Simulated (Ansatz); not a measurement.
**Molybdenum, omega (AlB2-type) under r²SCAN: structure, energy and stiffness**

What does r²SCAN give for molybdenum in the omega (AlB2-type) structure? We relax it, solve it on a dense k-mesh, then scale the cell to 7 volumes from 88 to 112 % of the relaxed one and try a fit of the equation of state. Spin polarisation is left out. The k-meshes are 8×8×11 for the relaxation; 10×10×16 for the dense run; 9×9×14 for the volumes.

Computed with Ansatz 0.2.0 (DFT r2SCAN, plane waves (500 eV) with PAW, scalar-relativistic; PBE-made PAW files, unless a step says otherwise).

### Step 1. Starting point

The structure is hexagonal, space group P6/mmm (No. 191). Conventional cell: a = 4.449 Å, b = 4.449 Å, c = 2.728 Å, α = 90.00°, β = 90.00°, γ = 120.00°. Mo (site symmetry 6/mmm) is surrounded by 14 Mo at 2.73 to 2.91 Å. Mo (site symmetry -6m2) is surrounded by 11 Mo at 2.57 to 2.91 Å.

Structure file:

```cif
data_structure
_symmetry_space_group_name_H-M 'P 1'
_symmetry_Int_Tables_number 1
_cell_length_a 4.4494
_cell_length_b 4.4494
_cell_length_c 2.7275
_cell_angle_alpha 90.000
_cell_angle_beta 90.000
_cell_angle_gamma 120.000
_cell_volume 46.76
loop_
_atom_site_label
_atom_site_type_symbol
_atom_site_fract_x
_atom_site_fract_y
_atom_site_fract_z
_atom_site_occupancy
Mo1 Mo 0.00000 0.00000 0.00000 1
Mo2 Mo 0.33333 0.66667 0.50000 1
Mo3 Mo 0.66667 0.33333 0.50000 1
```

### Step 2. Relaxing cell and atoms

Input file input.yaml:

```yaml
crystal:
  lattice:
    - [4.4494349246, 0.0, 0.0]
    - [-2.2247174623, 3.8533236772, 0.0]
    - [0.0, 0.0, 2.7275036088]
  atoms:
    - { symbol: Mo, position: [0.0, 0.0, 0.0] }
    - { symbol: Mo, position: [0.3333333333, 0.6666666667, 0.5] }
    - { symbol: Mo, position: [0.6666666667, 0.3333333333, 0.5] }
hamiltonian:
  xc: r2scan
  pseudopotentials:
    kind: paw
    azcp:
      Mo: "pseudopotentials/Mo.paw.azcp"
basis:
  ecutwfc: 500
  fft_grid_basis: typed
kpoints:
  mp_grid: { grid: [8, 8, 11], shift: [0, 0, 0] }
magnetization:
  spin_polarized: false
scf:
  occupations: { method: fermi_dirac, width: 0.1 }
relax:
  max_steps: 60
  f_tol: 0.01
  cell: {}
```

Command:

```bash
$ ansatz run input.yaml --threads 1 --pin off --max-ram 3584MiB --backend cpu --events-out ev --progress --plain --runs-dir out
```

Log:

```text
Engine: ansatz 0.2.0, x86_64-unknown-linux-gnu
Pseudopotentials: kind: paw
Pseudopotential: Mo, paw, valence charge 14, recommended cutoff 500 eV (meta_gga), <dir>
Functional definition: r2SCAN
  parameter k0 = 0.174
  parameter k1 = 0.065
  parameter a1 = 4.9479
  exchange = r2scan_x(k0 = k0, k1 = k1, a1 = a1)
  correlation = r2scan_c
Crystal: 3 atoms, lattice volume = 46.763 Å³
Basis set: ecut = 500 eV, 1179 PW (Γ), exchange–correlation on 144×144×80 points (64 copies of the dense FFT grid, shifted against one another)
Bands: 26, of which v1, the nominal top of the filled ones, is band 21 counted from 1 (20 counted from 0)
Symmetry: 24 space group operations
Space group: P6/mmm (ITA 191), of the structure as read, at distance tolerance 3.6e-5 Å
k-points: 60 of 704
Non-local potential: Mo, projectors of the file, l = 0: 3, l = 1: 2, l = 2: 2, l = 3: 1
PAW form: soft (Blöchl's): semilocal exchange-correlation on the pseudo side does not see the compensation charge
PAW frozen core: Mo, regenerated for the run's functional (the file was generated under x = pbe(κ = 0.804, μ = 0.2195149727645171), c = pbe(β = 0.06672455060314922))
PAW one-centre angular grid: Mo, 590 points (default); XC on 160 Gauss nodes
Initial density: superposition of atomic densities (neutral atoms: chi_scale 0, normalization atom), corrected by the library's trained network
Initial wavefunctions: pseudopotential atomic-orbital guess
Functional: x = r2scan, c = r2scan; τ floored in thin density (d = 2e-4 eV/Å³)
SCF iter   1: F=—  HF=-14901.084155 eV  |F-HF|=—  |Δ(HF+E_count)|=         —  Δρ=1.11e-2  dr2=3.15e-2  dr2_τ=4.02e-2  ethr=1.77e-3  ⟨swp⟩=5.1  Hψ=6089  notcnv=0
preconditioner: auto → none  [metal: Δε(μ)=0.012 eV  Ē_g=4.449 eV  σ=0.100 eV  W_gap=0.03  n_scr=8 (ndim 8)  ℏωp=23.0 eV  f_vac=0.000  D(μ)=5.15/eV (n_scr^D=68)  sad-step TF]
SCF iter   2: F=—  HF=-14901.094522 eV  |F-HF|=—  |Δ(HF+E_count)|=   1.04e-2  Δρ=6.59e-3  dr2=8.85e-3  dr2_τ=1.29e-3  ethr=7.50e-5  ⟨swp⟩=1.8  Hψ=2264  notcnv=0
SCF iter   3: F=—  HF=-14901.099808 eV  |F-HF|=—  |Δ(HF+E_count)|=   5.29e-3  Δρ=6.20e-3  dr2=4.08e-2  dr2_τ=2.62e-3  ethr=2.11e-5  ⟨swp⟩=2.2  Hψ=2398  notcnv=0  recentre
SCF iter   4: F=—  HF=-14901.096160 eV  |F-HF|=—  |Δ(HF+E_count)|=   3.65e-3  Δρ=1.03e-3  dr2=2.40e-4  dr2_τ=2.44e-5  ethr=2.11e-5  ⟨swp⟩=2.0  Hψ=2149  notcnv=0
SCF iter   5: F=—  HF=-14901.096269 eV  |F-HF|=—  |Δ(HF+E_count)|=   1.09e-4  Δρ=1.95e-4  dr2=3.13e-5  dr2_τ=2.31e-6  ethr=5.72e-7  ⟨swp⟩=2.2  Hψ=2289  notcnv=0
SCF iter   6: F=—  HF=-14901.096271 eV  |F-HF|=—  |Δ(HF+E_count)|=   1.99e-6  Δρ=4.71e-5  dr2=5.66e-7  dr2_τ=6.76e-8  ethr=7.44e-8  ⟨swp⟩=1.9  Hψ=1777  notcnv=0
SCF iter   7: F=-14901.096271 eV  HF=-14901.096271 eV  |F-HF|=2.01e-8  |Δ(HF+E_count)|=   3.54e-7  Δρ=9.29e-6  dr2=3.66e-8  dr2_τ=4.84e-9  ethr=2.38e-10  ⟨swp⟩=4.7  Hψ=5647  notcnv=0
SCF 1 converged in 7 iterations: F = -14901.096271 eV  dr2 = 3.66e-8
relax step   1: F+E_penalty+E_count = -14901.09627131 eV  Δ(F+E_penalty+E_count) = +0.000e0 eV  max|allowed force component| = 2.035e-16 eV/Å  Δτ_max = 0.0000 Å  P = +5.384 GPa  Ω = 46.763 Å³  (7 SCF iters, dr2 threshold 1.00e-7 eV, accepted)
Crystal: 3 atoms, lattice volume = 48.488 Å³
Basis set: ecut = 500 eV, 1251 PW (Γ), exchange–correlation on 144×144×80 points (64 copies of the dense FFT grid, shifted against one another)
Initial density: handed on by an earlier stage of this run
Initial wavefunctions: those handed on with the density
iter 1 solved again at ethr=1.12e-4 eV; its pass at ethr=3.10e-3 eV (dr2=4.72e-2 eV) is discarded
SCF iter   1: F=—  HF=-14901.059512 eV  |F-HF|=—  |Δ(HF+E_count)|=         —  Δρ=1.03e-2  dr2=4.81e-2  dr2_τ=4.38e-1  ethr=1.12e-4  ⟨swp⟩=1.0  Hψ=9730  notcnv=0
preconditioner: auto → none  [metal: Δε(μ)=0.022 eV  Ē_g=4.339 eV  σ=0.100 eV  W_gap=0.06  n_scr=8 (ndim 8)  ℏωp=22.6 eV  f_vac=0.000  D(μ)=4.32/eV (n_scr^D=56)]
SCF iter   2: F=—  HF=-14901.487285 eV  |F-HF|=—  |Δ(HF+E_count)|=   4.28e-1  Δρ=8.45e-3  dr2=6.80e-2  dr2_τ=4.89e-3  ethr=1.12e-4  ⟨swp⟩=2.2  Hψ=3120  notcnv=0
SCF iter   3: F=—  HF=-14901.494851 eV  |F-HF|=—  |Δ(HF+E_count)|=   7.57e-3  Δρ=1.09e-2  dr2=1.46e-1  dr2_τ=1.03e-2  ethr=1.12e-4  ⟨swp⟩=2.3  Hψ=2444  notcnv=0
SCF iter   4: F=—  HF=-14901.481841 eV  |F-HF|=—  |Δ(HF+E_count)|=   1.30e-2  Δρ=3.33e-3  dr2=3.09e-3  dr2_τ=9.64e-5  ethr=1.12e-4  ⟨swp⟩=1.6  Hψ=2042  notcnv=0
SCF iter   5: F=—  HF=-14901.482778 eV  |F-HF|=—  |Δ(HF+E_count)|=   9.37e-4  Δρ=6.40e-4  dr2=2.73e-4  dr2_τ=1.43e-5  ethr=7.35e-6  ⟨swp⟩=2.7  Hψ=2760  notcnv=0
SCF iter   6: F=—  HF=-14901.482780 eV  |F-HF|=—  |Δ(HF+E_count)|=   2.29e-6  Δρ=1.87e-4  dr2=2.16e-5  dr2_τ=8.46e-7  ethr=6.51e-7  ⟨swp⟩=1.6  Hψ=1678  notcnv=0
SCF iter   7: F=—  HF=-14901.482776 eV  |F-HF|=—  |Δ(HF+E_count)|=   3.89e-6  Δρ=5.70e-5  dr2=1.66e-6  dr2_τ=6.07e-8  ethr=5.13e-8  ⟨swp⟩=2.3  Hψ=2254  notcnv=0
SCF iter   8: F=-14901.482776 eV  HF=-14901.482776 eV  |F-HF|=7.27e-8  |Δ(HF+E_count)|=   8.76e-8  Δρ=1.97e-5  dr2=1.99e-7  dr2_τ=8.93e-9  ethr=7.14e-10  ⟨swp⟩=2.9  Hψ=5541  notcnv=0
SCF 2 converged in 8 iterations: F = -14901.482776 eV  dr2 = 1.99e-7
relax step   2: F+E_penalty+E_count = -14901.48277594 eV  Δ(F+E_penalty+E_count) = -3.865e-1 eV  max|allowed force component| = 1.943e-16 eV/Å  Δτ_max = 0.0000 Å  P = -3.656 GPa  Ω = 48.488 Å³  energy of the carried Pulay correction = -7.760e-4 eV  (8 SCF iters, dr2 threshold 3.00e-7 eV, accepted)
Crystal: 3 atoms, lattice volume = 47.288 Å³
Basis set: ecut = 500 eV, 1227 PW (Γ), exchange–correlation on 144×144×80 points (64 copies of the dense FFT grid, shifted against one another)
iter 1 solved again at ethr=2.82e-5 eV; its pass at ethr=3.10e-3 eV (dr2=1.18e-2 eV) is discarded
SCF iter   1: F=—  HF=-14901.357827 eV  |F-HF|=—  |Δ(HF+E_count)|=         —  Δρ=5.69e-3  dr2=1.27e-2  dr2_τ=1.49e-1  ethr=2.82e-5  ⟨swp⟩=1.7  Hψ=9396  notcnv=0
preconditioner: auto → none  [metal: Δε(μ)=0.001 eV  Ē_g=4.582 eV  σ=0.100 eV  W_gap=0.00  n_scr=8 (ndim 8)  ℏωp=22.9 eV  f_vac=0.000  D(μ)=4.07/eV (n_scr^D=44)]
SCF iter   2: F=—  HF=-14901.470084 eV  |F-HF|=—  |Δ(HF+E_count)|=   1.12e-1  Δρ=6.61e-3  dr2=5.67e-2  dr2_τ=3.88e-3  ethr=2.82e-5  ⟨swp⟩=2.2  Hψ=3112  notcnv=0  recentre
SCF iter   3: F=—  HF=-14901.466047 eV  |F-HF|=—  |Δ(HF+E_count)|=   4.04e-3  Δρ=4.13e-3  dr2=1.56e-2  dr2_τ=8.84e-4  ethr=2.82e-5  ⟨swp⟩=2.0  Hψ=2218  notcnv=0
SCF iter   4: F=—  HF=-14901.465205 eV  |F-HF|=—  |Δ(HF+E_count)|=   8.41e-4  Δρ=1.16e-3  dr2=1.52e-4  dr2_τ=2.50e-5  ethr=2.82e-5  ⟨swp⟩=1.9  Hψ=1814  notcnv=0
SCF iter   5: F=—  HF=-14901.465481 eV  |F-HF|=—  |Δ(HF+E_count)|=   2.76e-4  Δρ=3.05e-4  dr2=1.69e-5  dr2_τ=2.72e-6  ethr=3.61e-7  ⟨swp⟩=2.3  Hψ=2700  notcnv=0
SCF iter   6: F=—  HF=-14901.465501 eV  |F-HF|=—  |Δ(HF+E_count)|=   1.91e-5  Δρ=1.05e-4  dr2=3.56e-6  dr2_τ=2.60e-7  ethr=4.03e-8  ⟨swp⟩=2.4  Hψ=2757  notcnv=0
SCF iter   7: F=—  HF=-14901.465501 eV  |F-HF|=—  |Δ(HF+E_count)|=   9.30e-7  Δρ=6.26e-5  dr2=1.12e-6  dr2_τ=7.30e-8  ethr=8.47e-9  ⟨swp⟩=1.3  Hψ=1590  notcnv=0
SCF iter   8: F=-14901.465502 eV  HF=-14901.465502 eV  |F-HF|=3.63e-8  |Δ(HF+E_count)|=   4.37e-7  Δρ=2.43e-5  dr2=1.68e-7  dr2_τ=1.42e-8  ethr=7.14e-10  ⟨swp⟩=2.6  Hψ=5681  notcnv=0
SCF 3 converged in 8 iterations: F = -14901.465502 eV  dr2 = 1.68e-7
relax step   3: F+E_penalty+E_count = -14901.46550193 eV  Δ(F+E_penalty+E_count) = +1.727e-2 eV  max|allowed force component| = 1.480e-16 eV/Å  Δτ_max = 0.0000 Å  P = +3.512 GPa  Ω = 47.288 Å³  energy of the carried Pulay correction = -1.442e-4 eV  (8 SCF iters, dr2 threshold 3.00e-7 eV, rejected (line search))
Crystal: 3 atoms, lattice volume = 47.849 Å³
iter 1 solved again at ethr=1.69e-5 eV; its pass at ethr=3.10e-3 eV (dr2=7.10e-3 eV) is discarded
SCF iter   1: F=—  HF=-14901.457728 eV  |F-HF|=—  |Δ(HF+E_count)|=         —  Δρ=4.13e-3  dr2=7.57e-3  dr2_τ=5.48e-2  ethr=1.69e-5  ⟨swp⟩=2.2  Hψ=9233  notcnv=0
preconditioner: auto → none  [metal: Δε(μ)=0.011 eV  Ē_g=4.456 eV  σ=0.100 eV  W_gap=0.03  n_scr=8 (ndim 8)  ℏωp=22.8 eV  f_vac=0.000  D(μ)=4.16/eV (n_scr^D=44)]
SCF iter   2: F=—  HF=-14901.509163 eV  |F-HF|=—  |Δ(HF+E_count)|=   5.14e-2  Δρ=4.31e-3  dr2=2.37e-2  dr2_τ=1.71e-3  ethr=1.69e-5  ⟨swp⟩=2.0  Hψ=2763  notcnv=0  recentre
SCF iter   3: F=—  HF=-14901.507710 eV  |F-HF|=—  |Δ(HF+E_count)|=   1.45e-3  Δρ=3.05e-3  dr2=1.00e-2  dr2_τ=6.17e-4  ethr=1.69e-5  ⟨swp⟩=2.0  Hψ=2155  notcnv=0
SCF iter   4: F=—  HF=-14901.506941 eV  |F-HF|=—  |Δ(HF+E_count)|=   7.69e-4  Δρ=8.57e-4  dr2=8.63e-5  dr2_τ=1.29e-5  ethr=1.69e-5  ⟨swp⟩=1.9  Hψ=1781  notcnv=0
SCF iter   5: F=—  HF=-14901.507065 eV  |F-HF|=—  |Δ(HF+E_count)|=   1.24e-4  Δρ=2.00e-4  dr2=4.49e-6  dr2_τ=7.09e-7  ethr=2.06e-7  ⟨swp⟩=2.7  Hψ=2930  notcnv=0
SCF iter   6: F=—  HF=-14901.507072 eV  |F-HF|=—  |Δ(HF+E_count)|=   6.83e-6  Δρ=2.58e-5  dr2=1.91e-7  dr2_τ=3.84e-8  ethr=1.07e-8  ⟨swp⟩=2.2  Hψ=2705  notcnv=0
SCF iter   7: F=—  HF=-14901.507074 eV  |F-HF|=—  |Δ(HF+E_count)|=   1.83e-6  Δρ=9.06e-6  dr2=1.74e-8  dr2_τ=1.65e-9  ethr=4.54e-10  ⟨swp⟩=2.2  Hψ=2374  notcnv=0
SCF iter   8: F=—  HF=-14901.507074 eV  |F-HF|=—  |Δ(HF+E_count)|=   2.01e-8  Δρ=2.13e-6  dr2=1.92e-9  dr2_τ=7.52e-11  ethr=4.13e-11  ⟨swp⟩=2.2  Hψ=2635  notcnv=0
SCF iter   9: F=—  HF=-14901.507074 eV  |F-HF|=—  |Δ(HF+E_count)|=  6.37e-11  Δρ=9.24e-7  dr2=3.91e-10  dr2_τ=1.16e-11  ethr=4.57e-12  ⟨swp⟩=2.1  Hψ=2337  notcnv=0
SCF iter  10: F=—  HF=-14901.507074 eV  |F-HF|=—  |Δ(HF+E_count)|=  1.46e-11  Δρ=4.99e-7  dr2=1.12e-10  dr2_τ=3.74e-12  ethr=1.00e-12  ⟨swp⟩=1.1  Hψ=1569  notcnv=0
SCF iter  11: F=-14901.507074 eV  HF=-14901.507074 eV  |F-HF|=0.00e0  |Δ(HF+E_count)|=  1.46e-11  Δρ=2.24e-8  dr2=2.26e-13  dr2_τ=5.19e-14  ethr=1.00e-12  ⟨swp⟩=4.0  Hψ=6932  notcnv=0
SCF 4 converged in 11 iterations: F = -14901.507074 eV  dr2 = 2.26e-13
relax step   4: F+E_penalty+E_count = -14901.50707384 eV  Δ(F+E_penalty+E_count) = -2.430e-2 eV  max|allowed force component| = 7.710e-17 eV/Å  Δτ_max = 0.0000 Å  P = -0.222 GPa  Ω = 47.849 Å³  energy of the carried Pulay correction = -4.478e-4 eV  (11 SCF iters, accepted)
Crystal: 3 atoms, lattice volume = 47.810 Å³
iter 1 solved again at ethr=1.78e-8 eV; its pass at ethr=3.10e-3 eV (dr2=7.48e-6 eV) is discarded
SCF iter   1: F=—  HF=-14901.507066 eV  |F-HF|=—  |Δ(HF+E_count)|=         —  Δρ=1.95e-4  dr2=1.52e-5  dr2_τ=1.62e-4  ethr=1.78e-8  ⟨swp⟩=3.0  Hψ=9069  notcnv=0
preconditioner: auto → none  [metal: Δε(μ)=0.005 eV  Ē_g=4.471 eV  σ=0.100 eV  W_gap=0.01  n_scr=8 (ndim 8)  ℏωp=22.8 eV  f_vac=0.000  D(μ)=4.18/eV (n_scr^D=56)]
SCF iter   2: F=—  HF=-14901.507217 eV  |F-HF|=—  |Δ(HF+E_count)|=   1.50e-4  Δρ=1.77e-4  dr2=3.88e-5  dr2_τ=2.91e-6  ethr=1.78e-8  ⟨swp⟩=2.0  Hψ=2899  notcnv=0  recentre
SCF iter   3: F=—  HF=-14901.507217 eV  |F-HF|=—  |Δ(HF+E_count)|=   1.13e-7  Δρ=1.76e-4  dr2=3.90e-5  dr2_τ=2.77e-6  ethr=1.78e-8  ⟨swp⟩=2.0  Hψ=2260  notcnv=0
SCF iter   4: F=-14901.507213 eV  HF=-14901.507213 eV  |F-HF|=2.77e-7  |Δ(HF+E_count)|=   3.44e-6  Δρ=3.75e-5  dr2=1.72e-7  dr2_τ=3.20e-8  ethr=7.14e-10  ⟨swp⟩=3.0  Hψ=6258  notcnv=0
SCF 5 converged in 4 iterations: F = -14901.507213 eV  dr2 = 1.72e-7
relax step   5: F+E_penalty+E_count = -14901.50721348 eV  Δ(F+E_penalty+E_count) = -1.396e-4 eV  max|allowed force component| = 1.480e-16 eV/Å  Δτ_max = 0.0000 Å  P = +0.011 GPa  Ω = 47.810 Å³  energy of the carried Pulay correction = -4.271e-4 eV  (4 SCF iters, dr2 threshold 3.00e-7 eV, accepted)
Initial wavefunctions: pseudopotential atomic-orbital guess (no wavefunctions were taken with the density)
iter 1 solved again at ethr=3.18e-8 eV; its pass at ethr=3.10e-3 eV (dr2=1.33e-5 eV) is discarded
SCF iter   1: F=—  HF=-14901.507875 eV  |F-HF|=—  |Δ(HF+E_count)|=         —  Δρ=4.27e-4  dr2=5.54e-6  dr2_τ=3.49e-5  ethr=3.18e-8  ⟨swp⟩=3.8  Hψ=10467  notcnv=0
preconditioner: auto → none  [metal: Δε(μ)=0.004 eV  Ē_g=4.470 eV  σ=0.100 eV  W_gap=0.01  n_scr=8 (ndim 8)  ℏωp=22.8 eV  f_vac=0.000  D(μ)=4.18/eV (n_scr^D=56)]
SCF iter   2: F=—  HF=-14901.508003 eV  |F-HF|=—  |Δ(HF+E_count)|=   1.28e-4  Δρ=2.11e-4  dr2=1.24e-6  dr2_τ=6.39e-6  ethr=1.32e-8  ⟨swp⟩=2.8  Hψ=2732  notcnv=0
SCF iter   3: F=—  HF=-14901.508051 eV  |F-HF|=—  |Δ(HF+E_count)|=   4.77e-5  Δρ=6.10e-5  dr2=4.31e-6  dr2_τ=3.18e-7  ethr=2.96e-9  ⟨swp⟩=2.0  Hψ=2765  notcnv=0  recentre
SCF iter   4: F=—  HF=-14901.508051 eV  |F-HF|=—  |Δ(HF+E_count)|=   3.29e-7  Δρ=3.59e-5  dr2=9.71e-7  dr2_τ=1.34e-7  ethr=2.96e-9  ⟨swp⟩=2.0  Hψ=2149  notcnv=0
SCF iter   5: F=—  HF=-14901.508051 eV  |F-HF|=—  |Δ(HF+E_count)|=   4.01e-7  Δρ=6.18e-6  dr2=6.50e-9  dr2_τ=1.67e-9  ethr=2.31e-9  ⟨swp⟩=1.8  Hψ=1697  notcnv=0
SCF iter   6: F=—  HF=-14901.508051 eV  |F-HF|=—  |Δ(HF+E_count)|=   5.06e-9  Δρ=8.60e-7  dr2=2.90e-10  dr2_τ=9.09e-11  ethr=1.55e-11  ⟨swp⟩=2.4  Hψ=2654  notcnv=0
SCF iter   7: F=-14901.508051 eV  HF=-14901.508051 eV  |F-HF|=4.18e-11  |Δ(HF+E_count)|=  6.55e-11  Δρ=2.77e-7  dr2=1.43e-11  dr2_τ=7.38e-12  ethr=1.00e-12  ⟨swp⟩=3.9  Hψ=7574  notcnv=0
SCF 6 converged in 7 iterations: F = -14901.508051 eV  dr2 = 1.43e-11
relax step   6: F+E_penalty+E_count = -14901.50805129 eV  Δ(F+E_penalty+E_count) = -8.378e-4 eV  max|allowed force component| = 1.049e-16 eV/Å  Δτ_max = 0.0000 Å  P = +0.016 GPa  Ω = 47.810 Å³  stress off target by 2.39e-2 GPa  SCF on the basis re-selected at this cell (its energy is not comparable with the rows above)  (7 SCF iters)
basis re-selected at this cell: Δ(F+E_penalty+E_count) = -8.378e-4 eV, ΔP = +0.005 GPa vs the last step (what re-selecting the basis moved, of the pressure what is left beyond the Pulay correction that the steps carried, after the strain that the cell walked since its last selection, with what the two solves' SCF thresholds leave and, on support functions, any second-order correction that the steps lacked; it is no measure of the basis error at this ecutwfc). This SCF's stress stands 2.39e-2 GPa from its target on what of the cell is left free (relax.cell.stress_tol is 5.00e-2 GPa) and its largest allowed force component is 1.05e-16 eV/Å (relax.f_tol is 1.00e-2 eV/Å): within both
SCF converged after 7 iterations
Free energy (F): -14901.508051 eV
Harris-Foulkes:  -14901.508051 eV  (|F-HF|=4.18e-11)
Internal energy: -14901.376813 eV  (E = F + TS)
E sigma→0 (E₀):  -14901.442432 eV
Entropy (-TS):   -0.131238 eV (-43.746 meV/atom)
Fermi energy:    20.410006 eV
--- Per-component energies (eV) ---
  E_band       = -218.643328
  E_kinetic    = 1321.180764
  E_local      = -2419.449980  (includes V_loc(G=0)·N_el)
  E_nonlocal   = 429.356217
  E_hartree    = 801.055404
  E_xc         = -534.915900
  E_vxc        = -768.304510  (∫ρ·V_xc dr)
  E_paw        = -9652.423165  (= ΣΔE_a)
  E_vpaw       = -434.685248  (= ΣTr[D̂ρ^β])
  E_aug_tail   = 0.000009  (compensation charges beyond the density's cutoff)
  E_vtau       = 51.148557  (kinetic-family band-sum trace: ∫τ·v_τ [+ j·A + Jᵃ·Aᵃ] dr)
  E_ewald      = -4845.516551
  E_core_change = -0.663611  (= ΣΔE_core)
  E_smearing   = -0.131238  (= −TS)
  E_closure    = 0.000000  (closes the sum)
  Σ components = -14901.508051   (vs F -14901.508051, Δ=0.00e0)
--- Forces (eV/Å), atoms counted from 1 ---
  atom   1  Mo    -0.00000000     0.00000000     0.00000000
  atom   2  Mo     0.00000000    -0.00000000     0.00000000
  atom   3  Mo     0.00000000     0.00000000    -0.00000000
  max |Σ_I F_I| component: 1.85e-17 eV/Å
--- Stress (GPa, compression-positive) ---
        0.012347      -0.000000       0.000000
       -0.000000       0.012347       0.000000
        0.000000       0.000000       0.023893
  P = ⅓ Tr σ = 0.0162 GPa (0.162 kbar)
--- Relaxed structure (5 steps of the walk, 4 accepted, 1 SCFs on fresh bases) ---
  F+E_penalty+E_count = -14901.50805129 eV   max|allowed force component| = 1.049e-16 eV/Å   (the final SCF, on the basis selected at the relaxed cell)
  cell:  # Å, volume = 47.8095 Å³
    - [4.655106445160183, -1.3478382704748025e-33, 1.6259482540185201e-18]
    - [-2.3275532225800917, 4.031440438829391, -8.129741270092633e-19]
    - [9.967062797193511e-19, -2.3328701923934837e-33, 2.5475617743403336]
  atoms:
    - { symbol: Mo, position: [5.380451873644423e-34, -5.412439685949161e-35, 0.0] }
    - { symbol: Mo, position: [0.3333333333333333, 0.6666666666666666, 0.5000000000000001] }
    - { symbol: Mo, position: [0.6666666666666666, 0.3333333333333333, 0.5000000000000001] }
```

Wall time 67 s (1 thread of Intel Xeon Platinum 8259CL at 2.50GHz (Skylake/Cascade Lake), shared host); peak memory 0.67 GiB.

Relaxation path:

```
step  energy change (meV/atom)  largest force (eV/Å)  pressure (GPa)  volume (Å³/atom)  accepted
   1                      0.00                0.0000            5.38            15.588       yes
   2                   -128.83                0.0000           -3.66            16.163       yes
   3                   -123.08                0.0000            3.51            15.763        no
   4                   -136.93                0.0000           -0.22            15.950       yes
   5                   -136.98                0.0000            0.01            15.937       yes
   6                   -137.26                0.0000            0.02            15.937       yes
```

Steps that repeat a cell are solved on a basis chosen anew, so their changes of energy are no gain of the relaxation.

The cell of the run, before and after:

|  | before | after | change |
| --- | --- | --- | --- |
| a (Å) | 4.449 | 4.655 | +4.6 % |
| b (Å) | 4.449 | 4.655 | +4.6 % |
| c (Å) | 2.728 | 2.548 | -6.6 % |
| volume (Å³/atom) | 15.588 | 15.937 | +2.2 % |
| shortest distance (Å) | 2.569 | 2.548 | -0.8 % |
| space group (spins left aside) | P6/mmm | P6/mmm | same |

### Step 3. The energy on a finer k-mesh

Input file input.yaml:

```yaml
crystal:
  lattice:
    - [4.6551064452, 0.0, 0.0]
    - [-2.3275532226, 4.0314404388, 0.0]
    - [0.0, 0.0, 2.5475617743]
  atoms:
    - { symbol: Mo, position: [0.0, 1.0, 1.0] }
    - { symbol: Mo, position: [0.3333333333, 0.6666666667, 0.5] }
    - { symbol: Mo, position: [0.6666666667, 0.3333333333, 0.5] }
hamiltonian:
  xc: r2scan
  pseudopotentials:
    kind: paw
    azcp:
      Mo: "pseudopotentials/Mo.paw.azcp"
basis:
  ecutwfc: 500
  fft_grid_basis: typed
kpoints:
  mp_grid: { grid: [10, 10, 16], shift: [0, 0, 0] }
magnetization:
  spin_polarized: false
scf:
  occupations: { method: fermi_dirac, width: 0.1 }
```

Command:

```bash
$ ansatz run input.yaml --threads 1 --pin off --max-ram 3584MiB --backend cpu --events-out ev --progress --plain --runs-dir out
```

Log (excerpt; [...] marks lines left out):

```text
[...]
Pseudopotentials: kind: paw
Pseudopotential: Mo, paw, valence charge 14, recommended cutoff 500 eV (meta_gga), <dir>
Functional definition: r2SCAN
[...]
Crystal: 3 atoms, lattice volume = 47.810 Å³
Basis set: ecut = 500 eV, 1251 PW (Γ), exchange–correlation on 144×144×80 points (64 copies of the dense FFT grid, shifted against one another)
Bands: 26, of which v1, the nominal top of the filled ones, is band 21 counted from 1 (20 counted from 0)
Symmetry: 24 space group operations
Space group: P6/mmm (ITA 191), of the structure as read, at distance tolerance 3.6e-5 Å
k-points: 126 of 1600
[...]
SCF iter   1: F=—  HF=-14901.516625 eV  |F-HF|=—  |Δ(HF+E_count)|=         —  Δρ=1.31e-2  dr2=1.19e-1  dr2_τ=4.96e-2  ethr=1.77e-3  ⟨swp⟩=5.1  Hψ=12466  notcnv=0
[...]
SCF iter   7: F=-14901.518654 eV  HF=-14901.518654 eV  |F-HF|=1.84e-8  |Δ(HF+E_count)|=   6.47e-7  Δρ=7.58e-6  dr2=3.16e-8  dr2_τ=2.16e-9  ethr=2.38e-10  ⟨swp⟩=3.0  Hψ=8252  notcnv=0
[...]
SCF converged after 7 iterations
Free energy (F): -14901.518654 eV
[...]
E sigma→0 (E₀):  -14901.460784 eV
Entropy (-TS):   -0.115740 eV (-38.580 meV/atom)
Fermi energy:    20.413878 eV
[...]
```

It took 17 s on 1 thread of Intel Xeon Platinum 8259CL at 2.50GHz (Skylake/Cascade Lake), shared host; peak memory 0.67 GiB.

(Part 1 of 2 ends here.)
